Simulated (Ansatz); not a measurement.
Input for Ansatz (plane-wave DFT, PAW):

```yaml
crystal:
  lattice:
    - [2.4591610453, 0.0, 0.0]
    - [-1.2295805226, 2.129186275, 0.0]
    - [0.0, 0.0, 25.9848011825]
  atoms:
    - { symbol: C, position: [0.5833201462, 0.1666402924, 0.288630263] }
    - { symbol: C, position: [0.9166798538, 0.8333597076, 0.288630263] }
    - { symbol: C, position: [0.0833201462, 0.1666402924, 0.4295431061] }
    - { symbol: C, position: [0.4166798538, 0.8333597076, 0.4295431061] }
    - { symbol: C, position: [0.5833201462, 0.1666402924, 0.5704568939] }
    - { symbol: C, position: [0.9166798538, 0.8333597076, 0.5704568939] }
    - { symbol: C, position: [0.0833201462, 0.1666402924, 0.711369737] }
    - { symbol: C, position: [0.4166798538, 0.8333597076, 0.711369737] }
basis:
  ecutwfc: 420
kpoints:
  mp_grid: { grid: [22, 22, 1] }
hamiltonian:
  xc: pbesol
scf:
  occupations: { method: gaussian, width: 0.1 }
output:
  forces: true
  stress: true
  eigenvalues: true
efield:
  axis: 3
  dipole_correction: true
  ramp_width: 0.04
```

Command:
```bash
ansatz run input.yaml --threads 1 --pin off --max-ram 2560MiB --backend cpu --events-out ev --progress --plain --runs-dir out
```

Theory: DFT PBEsol, scalar-relativistic, plane waves, PAW in Ansatz.

Abridged output:

```
Pseudopotentials: kind: paw
Pseudopotential: C, paw, valence charge 4, recommended cutoff 420 eV (normal)
Functional definition: PBEsol
Crystal: 8 atoms, lattice volume = 136.057 Å³
Basis set: ecut = 420 eV, 2565 PW (Γ), exchange–correlation on 36×36×360 points (8 copies of the dense FFT grid, shifted against one another)
Bands: 24, of which v1, the nominal top of the filled ones, is band 16 counted from 1 (15 counted from 0)
Symmetry: 4 space group operations
k-points: 133 of 484
Initial density: superposition of atomic densities (neutral atoms: chi_scale 0, normalization atom), corrected by the library's trained network
Initial wavefunctions: pseudopotential atomic-orbital guess
Functional: x = pbesol(κ = 0.804, μ = 0.12345679), c = pbesol(β = 0.046)
SCF iter   1: F=—  HF=-1973.515602 eV  |F-HF|=—  |Δ(HF+E_count)|=         —  Δρ=2.86e-3  dr2=6.03e-3  ethr=1.77e-3  p=0.000 e·Å  D=1.37e-14 V/Å  ΔV_dip= 0.00 eV  dr2_dipole=1.35e-8  V_vac-E_F(+/−)=4.36/4.36 eV  ⟨swp⟩=7.6  Hψ=17781  notcnv=0
efield: sawtooth ramp at fractional position 0.9800 (placed from the atoms, in the widest stretch of the axis that holds none; the zero of the levels goes with the place), width 0.0400; the density the first Hamiltonian is built on has a dipole p = 0.000 e·Å; the dipole correction subtracts the counter field D = 1.37e-14 V/Å, which shifts the + side's vacuum level by  0.00 eV against the − side's; the planar-averaged density in the ramp window peaks in size at 5.2e-5 e/Å³
SCF iter   2: F=—  HF=-1973.518247 eV  |F-HF|=—  |Δ(HF+E_count)|=   2.64e-3  Δρ=1.32e-3  dr2=1.26e-3  ethr=1.88e-5  p= 0.000 e·Å  D=-9.48e-5 V/Å  ΔV_dip=0.00 eV  dr2_dipole=3.12e-8  V_vac-E_F(+/−)=4.37/4.37 eV  ⟨swp⟩=2.2  Hψ=6358  notcnv=0  defer=131
SCF iter   3: F=—  HF=-1973.518823 eV  |F-HF|=—  |Δ(HF+E_count)|=   5.76e-4  Δρ=3.94e-4  dr2=8.12e-4  ethr=3.95e-6  p=0.000 e·Å  D=1.87e-4 V/Å  ΔV_dip= 0.00 eV  dr2_dipole=1.58e-7  V_vac-E_F(+/−)=4.34/4.34 eV  ⟨swp⟩=2.3  Hψ=5016  notcnv=0  defer=131
SCF iter   4: F=—  HF=-1973.518677 eV  |F-HF|=—  |Δ(HF+E_count)|=   1.46e-4  Δρ=9.35e-5  dr2=8.67e-6  ethr=2.54e-6  p= 0.000 e·Å  D=-1.78e-5 V/Å  ΔV_dip=0.00 eV  dr2_dipole=2.06e-9  V_vac-E_F(+/−)=4.36/4.36 eV  ⟨swp⟩=2.0  Hψ=4116  notcnv=0  defer=131
SCF iter   5: F=—  HF=-1973.518697 eV  |F-HF|=—  |Δ(HF+E_count)|=   2.02e-5  Δρ=4.97e-5  dr2=1.62e-6  ethr=2.71e-8  p=0.000 e·Å  D=9.68e-6 V/Å  ΔV_dip= 0.00 eV  dr2_dipole=2.99e-10  V_vac-E_F(+/−)=4.36/4.36 eV  ⟨swp⟩=2.5  Hψ=5032  notcnv=0  defer=177
SCF iter   6: F=—  HF=-1973.518716 eV  |F-HF|=—  |Δ(HF+E_count)|=   1.83e-5  Δρ=1.32e-5  dr2=9.56e-7  ethr=5.05e-9  p= 0.000 e·Å  D=-3.80e-5 V/Å  ΔV_dip=0.00 eV  dr2_dipole=6.47e-9  V_vac-E_F(+/−)=4.36/4.36 eV  ⟨swp⟩=2.7  Hψ=5248  notcnv=0  defer=177
SCF iter   7: F=-1973.518715 eV  HF=-1973.518715 eV  |F-HF|=5.56e-9  |Δ(HF+E_count)|=   2.44e-7  Δρ=6.14e-6  dr2=5.22e-8  ethr=3.13e-10  p=0.000 e·Å  D=8.28e-7 V/Å  ΔV_dip= 0.00 eV  dr2_dipole=7.88e-12  V_vac-E_F(+/−)=4.36/4.36 eV  ⟨swp⟩=12.0  Hψ=18923  notcnv=0
SCF 1 converged in 7 iterations: F = -1973.518715 eV  dr2 = 5.22e-8
SCF converged after 7 iterations
Free energy (F): -1973.518715 eV
Harris-Foulkes:  -1973.518715 eV  (|F-HF|=5.56e-9)
Internal energy: -1973.518694 eV  (E = F + TS)
E sigma→0 (E₀):  -1973.518705 eV
Entropy (-TS):   -0.000022 eV (-0.003 meV/atom)
Fermi energy:    1.480020 eV
Dipole field:    D = -0.000004 V/Å  (p = -0.000003 e·Å, saw-weighted, corrected)
Work function:   Φ+ = 4.3601 eV   Φ− = 4.3600 eV
Levels:          The Fermi level and band energies are counted from a zero that moves with the ramp; work functions are not
--- Per-component energies (eV) ---
  E_band       = -244.234520
  E_kinetic    = 726.515018
  E_local      = -17042.020986  (includes V_loc(G=0)·N_el)
  E_nonlocal   = 219.346346
  E_hartree    = 8190.295946
  E_xc         = -380.636784
  E_vxc        = -473.034757  (∫ρ·V_xc dr)
  E_paw        = -763.853702  (= ΣΔE_a)
  E_vpaw       = -55.621222  (= ΣTr[D̂ρ^β])
  E_aug_tail   = 0.000067  (compensation charges beyond the density's cutoff)
  E_efield     = 0.000000  (sawtooth field / dipole correction)
  E_vefield    = 0.000000  (∫n·V_field dr)
  E_ewald      = 7076.666596
  E_core_change = 0.168804  (= ΣΔE_core)
  E_smearing   = -0.000022  (= −TS)
--- Forces (eV/Å), atoms counted from 1 ---
  atom   1  C      0.00000000     0.00547000    -0.00190299
  atom   2  C      0.00000000    -0.00547000    -0.00190299
  atom   3  C      0.00000000     0.00786959    -0.00000105
  atom   4  C      0.00000000    -0.00786959    -0.00000105
  atom   5  C      0.00000000     0.00786949     0.00001147
  atom   6  C      0.00000000    -0.00786949     0.00001147
  atom   7  C      0.00000000     0.00547024     0.00190844
  atom   8  C      0.00000000    -0.00547024     0.00190844
--- Stress (GPa, compression-positive) ---
       -0.015720       0.000000       0.000000
        0.000000      -0.028220       0.000000
        0.000000       0.000000       0.055478
  P = ⅓ Tr σ = 0.0038 GPa (0.038 kbar)
--- Band table (eV; the first three rows and the last of 133) ---
  k-point 0: bands = ["-18.0830", "-18.0457", "-17.9990", "-17.9606", "-6.6780", "-6.3848", "-5.9986", "-5.6628", "-1.4817", "-1.4781", "-1.4737", "-1.4735", "-1.4723", "-1.4709", "-1.4702", "-1.4699", "4.9346", "5.1758", "5.7342", "6.5429", "6.8430", "8.1919", "8.6005", "9.8644"]
  k-point 1: bands = ["-18.0337", "-17.9965", "-17.9500", "-17.9118", "-6.6180", "-6.3254", "-5.9401", "-5.6050", "-1.6755", "-1.6738", "-1.6718", "-1.6702", "-1.5896", "-1.5858", "-1.5813", "-1.5778", "4.9992", "5.2415", "5.7988", "6.6090", "6.9058", "8.2555", "8.6594", "9.9074"]
  k-point 2: bands = ["-17.8860", "-17.8492", "-17.8031", "-17.7653", "-6.4386", "-6.1476", "-5.7647", "-5.4318", "-2.2468", "-2.2437", "-2.2400", "-2.2366", "-1.8873", "-1.8834", "-1.8786", "-1.8748", "5.1930", "5.4388", "5.9927", "6.8070", "7.0941", "8.4460", "8.8351", "9.9385"]
  k-point 132: bands = ["-13.7443", "-13.7180", "-13.6851", "-13.6582", "-9.1047", "-9.0874", "-9.0658", "-9.0481", "-7.3999", "-7.3873", "-7.3718", "-7.3589", "-1.5925", "-1.3809", "-1.1108", "-0.8848", "4.0621", "4.2291", "4.4434", "4.6232", "10.6608", "10.9493", "11.2928", "11.8432"]
```

Self-consistency was reached.

Time: 39 s on 1 thread of Arm Neoverse V1 (shared host), peak memory 0.57 GiB.